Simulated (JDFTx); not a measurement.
# Ge: equation of state with LDA

**Experimental background.**

“Sub-monolayer structures of Ag overlayers on Ge(111): experimental observations and first-principles study”, 2019, arxiv:1908.00180 quotes, for a bulk crystal of Ge: bulk modulus 75.8 GPa.

Ge:

```
Ge
1.0
     0.00000    2.82891    2.82891
     2.82891    0.00000    2.82891
     2.82891    2.82891    0.00000
Ge
2
Direct
  0.75000 0.75000 0.75000
  0.50000 0.50000 0.50000
```

```yaml
Program: JDFTx 1.7.0 (patched build)
Task: equation of state
Functional: LDA
Potentials_or_basis: PseudoDojo-SR-LDA-0.4.1-standard with smoothed tails
Cutoff: 1061 eV
Density_cutoff: 8490 eV
k_mesh: 8 × 8 × 8
Occupations: fermi-dirac, width 0.05 eV
Spin: no spin polarisation
```

The equilibrium volume is 22.19 Å³/atom and the bulk modulus is 70 GPa. The pressure derivative of the bulk modulus is 4.4.

Energy against volume, from the lowest point:
```tsv
volume (Å³/atom)	energy (meV/atom)
21.281	8.89
21.733	2.15
22.186	0.00
22.639	1.86
23.092	7.38
23.545	16.18
23.997	27.90
```

Measured bulk modulus of Ge: 75.8 GPa (quoted in “Sub-monolayer structures of Ag overlayers on Ge(111): experimental observations and first-principles study”, 2019, arxiv:1908.00180). This calculation gives 70 GPa (-7.3 %). The fit is for a static lattice scaled at fixed shape and fixed fractional positions. The cell as given is a measured one (22.64 Å³/atom); LDA puts the equilibrium volume -2.0 % from it, thermal expansion not counted.
